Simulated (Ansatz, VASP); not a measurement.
**I in VASP and in Ansatz**

```xyz
4
Lattice="4.3602 0.0000 0.0000 -2.1801 3.7760 0.0000 0.0000 0.0000 10.6346" Properties=species:S:1:pos:R:3 pbc="T T T"
I     0.0000    2.5173    4.0285
I     2.1801    1.2587    9.3457
I     2.1801    1.2587    6.6061
I     0.0000    2.5173    1.2888
```

Alike in both runs: functional PBEsol; k mesh 6 × 6 × 2; occupations gaussian, width 0.1 eV; no spin polarisation.

Ansatz relaxed the structure, and its values are those at the end. VASP's run is a single point on that final structure, the one shown.

```csv
,VASP,Ansatz
version,VASP 6.6.1,Ansatz 0.2.0
potentials or method,"VASP PAW PBE potentials, release 64 (I)","scalar-relativistic, plane waves, PAW"
plane-wave cutoff (eV),520,420
valence electrons in the cell,28,68
```

|  | VASP | Ansatz | Ansatz less VASP |
| --- | --- | --- | --- |
| gap on the k mesh at the Fermi level (eV) | none | none | - |
| pressure (GPa) | 0.0 | 0.0 | 0.00 |
| rms of the force components (eV/Å) | 0.006 | 0.009 | +0.0029 |

A gap of «none» marks a metal or a gap that the smearing closes. With one functional, cell and mesh, what is left measures potentials, basis and numerics. The two sets of potentials don't hold the same shells in valence.

Caveats: the PAW data sets were made with another functional, which shifts forces and pressure a little (VASP). Spin-orbit coupling is left out, which matters for the levels of I.
